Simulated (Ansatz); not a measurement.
# Sn8O17: the cost of one run

All numbers below are computed with Ansatz 0.2.0 (DFT PBE, scalar-relativistic, plane waves, PAW).

4 further runs of the same task are left out: 4 set aside as unsound or not needed.

## (1) The system as given

The cell holds 25 atoms (O17Sn8): a = 6.827 Å, b = 6.827 Å, c = 8.077 Å, α = 115.00°, β = 115.00°, γ = 90.00°.

The coordinates of this cell stand in the input of its own run.

The host was relaxed before at PBE: a = 4.827 Å, b = 4.827 Å, c = 3.238 Å, α = 90.00°, β = 90.00°, γ = 90.00° (conventional cell), 12.576 Å³/atom.

Places, in fractions of the supercell: O as an interstitial at (0.312, 0.812, 0.125). Its neighbours start displaced at random by about 0.05 Å.

Earlier runs gave the host's free energy in this supercell, -57271.874 eV, its gap, 0.68 eV, and ε0 = 12.98.

## (2) Charge 0, atoms relaxed

input.yaml

```yaml
crystal:
  lattice:
    - [-4.8271899931, 4.8271899931, 0.0]
    - [-4.8271899931, -4.8271899931, 0.0]
    - [4.8271899931, 0.0, 6.4763047095]
  atoms:
    - { symbol: Sn, position: [0.625, 0.125, 0.25] }
    - { symbol: Sn, position: [0.875, 0.375, 0.75] }
    - { symbol: Sn, position: [0.125, 0.625, 0.25] }
    - { symbol: Sn, position: [0.375, 0.875, 0.75] }
    - { symbol: Sn, position: [0.5, 0.5, 0.0] }
    - { symbol: Sn, position: [0.75, 0.75, 0.5] }
    - { symbol: Sn, position: [0.0, 1.0, 0.0] }
    - { symbol: Sn, position: [0.25, 0.25, 0.5] }
    - { symbol: O, position: [0.9315765205, 0.125, 0.25] }
    - { symbol: O, position: [0.1815765205, 0.375, 0.75] }
    - { symbol: O, position: [0.4284903794, 0.6284984692, 0.2428005356] }
    - { symbol: O, position: [0.6815765205, 0.875, 0.75] }
    - { symbol: O, position: [0.3158857168, 0.1140684655, 0.2546053293] }
    - { symbol: O, position: [0.5684234795, 0.375, 0.75] }
    - { symbol: O, position: [0.8184234795, 0.625, 0.25] }
    - { symbol: O, position: [0.0684234795, 0.875, 0.75] }
    - { symbol: O, position: [0.5, 0.1934234795, 0.0] }
    - { symbol: O, position: [0.75, 0.4434234795, 0.5] }
    - { symbol: O, position: [0.016496747, 0.700130098, -0.006857073] }
    - { symbol: O, position: [0.25, 0.9434234795, 0.5] }
    - { symbol: O, position: [0.5053655055, 0.8141813425, 0.0052655088] }
    - { symbol: O, position: [0.75, 0.0565765205, 0.5] }
    - { symbol: O, position: [0.0, 0.3065765205, 0.0] }
    - { symbol: O, position: [0.25, 0.5565765205, 0.5] }
    - { symbol: O, position: [0.335010971, 0.8224973225, 0.1458359309] }
  host:
    lattice:
      - [4.8271899931, 0.0, 0.0]
      - [0.0, 4.8271899931, 0.0]
      - [0.0, 0.0, 3.2381523548]
    atoms:
      - { symbol: Sn, position: [0.5, 0.5, 0.5] }
      - { symbol: Sn, position: [0.0, 0.0, 0.0] }
      - { symbol: O, position: [0.1934234795, 0.8065765205, 0.5] }
      - { symbol: O, position: [0.8065765205, 0.1934234795, 0.5] }
      - { symbol: O, position: [0.3065765205, 0.3065765205, 0.0] }
      - { symbol: O, position: [0.6934234795, 0.6934234795, 0.0] }
basis:
  ecutwfc: 420
  xc_grid: 2
kpoints:
  mp_grid: { grid: [3, 3, 3], shift: [0.0, 0.0, 0.0] }
hamiltonian:
  xc: pbe
scf:
  occupations: { method: gaussian, width: 0.02 }
output:
  forces: true
  stress: false
  eigenvalues: true
  charged_corrections:
    defect_position: [0.3125, 0.8125, 0.125]
    epsilon: [[14.0244, 0.0, 0.0], [0.0, 14.0244, 0.0], [0.0, 0.0, 10.8933]]
  write_density: true
  write_potential: true
  elf: true
  volumetric_format: npy
relax:
  adjacent_minimum: "off"
  f_tol: 0.03
  max_steps: 40
```

The run is started by

```sh
> ansatz run input.yaml --threads 8 --pin off --max-ram 16384MiB --backend cpu --events-out ev --progress --plain --runs-dir out
```

What time and memory should one allow on 8 threads of Arm Neoverse V2, shared host?

About 4.2 min, with a peak of 1.9 GiB.
